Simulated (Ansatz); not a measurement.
# Ga2O3: further runs on the relaxed cell

An exercise on one series of results from a longer session: the logs are not shown, and one member is left open.

Computed with Ansatz 0.2.0 (DFT PBE and PBEsol (the runs whose input is shown use PBEsol), scalar-relativistic, plane waves, PAW).

**The structure to begin with**

It takes space group Pna2_1 (No. 33, orthorhombic). The conventional cell has a = 5.117 Å, b = 8.802 Å, c = 9.415 Å, α = 90.00°, β = 90.00°, γ = 90.00°. Ga (site symmetry 1) is surrounded by 6 O at 1.91 to 2.07 Å. Ga (site symmetry 1) is surrounded by 5 O at 1.91 to 2.10 Å. Ga (site symmetry 1) has 4 O at 1.84 to 1.88 Å as nearest neighbours. Around O (site symmetry 1) lie 3 Ga at 1.91 to 1.92 Å. O (site symmetry 1) has 4 Ga at 1.87 to 2.09 Å as nearest neighbours. O (site symmetry 1) has 4 Ga at 1.88 to 2.10 Å as nearest neighbours. O (site symmetry 1) is surrounded by 3 Ga at 1.91 to 1.93 Å. Only part of the 10 independent sites is listed.

Structure file:

```xyz
40
Lattice="5.1172 0.0000 0.0000 0.0000 8.8016 0.0000 0.0000 0.0000 9.4151" Properties=species:S:1:pos:R:3 pbc="T T T"
Ga    0.9613    2.9761    0.2822
Ga    4.1559    5.8255    4.9897
Ga    1.5973    7.3769    4.9897
Ga    3.5199    1.4247    0.2822
Ga    3.4731    4.6848    0.4065
Ga    1.6441    4.1168    5.1141
Ga    4.2027    0.2840    5.1141
Ga    0.9145    8.5176    0.4065
Ga    0.9811    5.7227    2.3671
Ga    4.1361    3.0789    7.0746
Ga    1.5775    1.3219    7.0746
Ga    3.5397    7.4797    2.3671
Ga    0.9065    5.7413    7.9161
Ga    4.2107    3.0603    3.2085
Ga    1.6521    1.3405    3.2085
Ga    3.4651    7.4611    7.9161
O     1.7881    4.3847    1.2685
O     3.3291    4.4169    5.9760
O     0.7705    8.7855    5.9760
O     4.3467    0.0161    1.2685
O     5.0003    4.3005    8.5292
O     0.1169    4.5011    3.8217
O     2.6755    8.7013    3.8217
O     2.4417    0.1003    8.5292
O     1.7774    1.3956    1.3309
O     3.3398    7.4060    6.0385
O     0.7812    5.7964    6.0385
O     4.3360    3.0052    1.3309
O     4.3433    5.9073    1.5845
O     0.7739    2.8942    6.2921
O     3.3325    1.5066    6.2921
O     1.7847    7.2950    1.5845
O    -0.1518    7.2550    3.8892
O     0.1518    1.5466    8.5967
O     2.7104    2.8542    8.5967
O     2.4068    5.9474    3.8892
O     2.6570    5.8757    8.4789
O     2.4602    2.9259    3.7714
O     5.0188    1.4749    3.7714
O     0.0984    7.3267    8.4789
```

It is the result of an earlier relaxation at this level (volume 10.60 Å³/atom; gap on the mesh: 2.10 eV).

Set-up of the first run:

The input, input.yaml:

```yaml
crystal:
  lattice:
    - [5.1172044878, 0.0, 0.0]
    - [0.0, 8.8015863341, 0.0]
    - [0.0, 0.0, 9.4150674825]
  atoms:
    - { symbol: Ga, position: [0.1878618313, 0.3381323553, 0.0299685396] }
    - { symbol: Ga, position: [0.8121381687, 0.6618676447, 0.5299685396] }
    - { symbol: Ga, position: [0.3121381687, 0.8381323553, 0.5299685396] }
    - { symbol: Ga, position: [0.6878618313, 0.1618676447, 0.0299685396] }
    - { symbol: Ga, position: [0.6787026808, 0.5322667451, 0.0431780545] }
    - { symbol: Ga, position: [0.3212973192, 0.4677332549, 0.5431780545] }
    - { symbol: Ga, position: [0.8212973192, 0.0322667451, 0.5431780545] }
    - { symbol: Ga, position: [0.1787026808, 0.9677332549, 0.0431780545] }
    - { symbol: Ga, position: [0.1917299977, 0.6501927618, 0.2514157393] }
    - { symbol: Ga, position: [0.8082700023, 0.3498072382, 0.7514157393] }
    - { symbol: Ga, position: [0.3082700023, 0.1501927618, 0.7514157393] }
    - { symbol: Ga, position: [0.6917299977, 0.8498072382, 0.2514157393] }
    - { symbol: Ga, position: [0.1771511658, 0.6522999449, 0.8407868974] }
    - { symbol: Ga, position: [0.8228488342, 0.3477000551, 0.3407868974] }
    - { symbol: Ga, position: [0.3228488342, 0.1522999449, 0.3407868974] }
    - { symbol: Ga, position: [0.6771511658, 0.8477000551, 0.8407868974] }
    - { symbol: O, position: [0.3494298933, 0.4981720874, 0.1347291967] }
    - { symbol: O, position: [0.6505701067, 0.5018279126, 0.6347291967] }
    - { symbol: O, position: [0.1505701067, 0.9981720874, 0.6347291967] }
    - { symbol: O, position: [0.8494298933, 0.0018279126, 0.1347291967] }
    - { symbol: O, position: [0.9771614977, 0.488608675, 0.9059127781] }
    - { symbol: O, position: [0.0228385023, 0.511391325, 0.4059127781] }
    - { symbol: O, position: [0.5228385023, 0.988608675, 0.4059127781] }
    - { symbol: O, position: [0.4771614977, 0.011391325, 0.9059127781] }
    - { symbol: O, position: [0.3473423528, 0.1585641278, 0.1413623277] }
    - { symbol: O, position: [0.6526576472, 0.8414358722, 0.6413623277] }
    - { symbol: O, position: [0.1526576472, 0.6585641278, 0.6413623277] }
    - { symbol: O, position: [0.8473423528, 0.3414358722, 0.1413623277] }
    - { symbol: O, position: [0.8487589184, 0.6711683091, 0.1682992871] }
    - { symbol: O, position: [0.1512410816, 0.3288316909, 0.6682992871] }
    - { symbol: O, position: [0.6512410816, 0.1711683091, 0.6682992871] }
    - { symbol: O, position: [0.3487589184, 0.8288316909, 0.1682992871] }
    - { symbol: O, position: [-0.0296653796, 0.824286439, 0.4130805207] }
    - { symbol: O, position: [0.0296653796, 0.175713561, 0.9130805207] }
    - { symbol: O, position: [0.5296653796, 0.324286439, 0.9130805207] }
    - { symbol: O, position: [0.4703346204, 0.675713561, 0.4130805207] }
    - { symbol: O, position: [0.51922733, 0.6675705638, 0.9005666589] }
    - { symbol: O, position: [0.48077267, 0.3324294362, 0.4005666589] }
    - { symbol: O, position: [0.98077267, 0.1675705638, 0.4005666589] }
    - { symbol: O, position: [0.01922733, 0.8324294362, 0.9005666589] }
basis:
  ecutwfc: 420
kpoints:
  mp_grid: { grid: [6, 4, 4] }
hamiltonian:
  xc: pbesol
scf:
  occupations: { method: gaussian, width: 0.02 }
output:
  forces: true
  stress: true
  eigenvalues: true
relax:
  adjacent_minimum: "off"
  f_tol: 0.005
  max_steps: 50
  cell: { stress_tol: 0.05 }
```

Started as:

```bash
ansatz run input.yaml --threads 8 --pin off --max-ram 22528MiB --backend cpu --events-out ev --progress --plain --runs-dir out
```

Among the steps run: The cell under PBEsol; Relaxing with PBE+D3(BJ); The cell under LDA; The cell under r2SCAN.

One table of the session follows, with a row left open; its other results are not shown here.

It belongs to the step «Relaxed cells side by side». 

| functional | a (Å) | b (Å) | c (Å) | volume (Å³/atom) | gap on the mesh (eV) |
| --- | --- | --- | --- | --- | --- |
| PBE | 5.117 | 8.802 | 9.415 | 10.60 | 2.10 |
| PBEsol | 5.062 | 8.686 | 9.294 | 10.22 | 2.34 |
| PBE+D3(BJ) | 5.094 | 8.746 | 9.352 | 10.41 | 2.24 |
| LDA | ? | ? | ? | ? | ? |
| r2SCAN | 5.042 | 8.673 | 9.285 | 10.15 | 3.16 |

Estimate the missing values for LDA.

**Answer.** a (Å): 5.008; b (Å): 8.597; c (Å): 9.193; volume (Å³/atom): 9.89; gap on the mesh (eV): 2.63. In the column «a (Å)» it is the lowest.
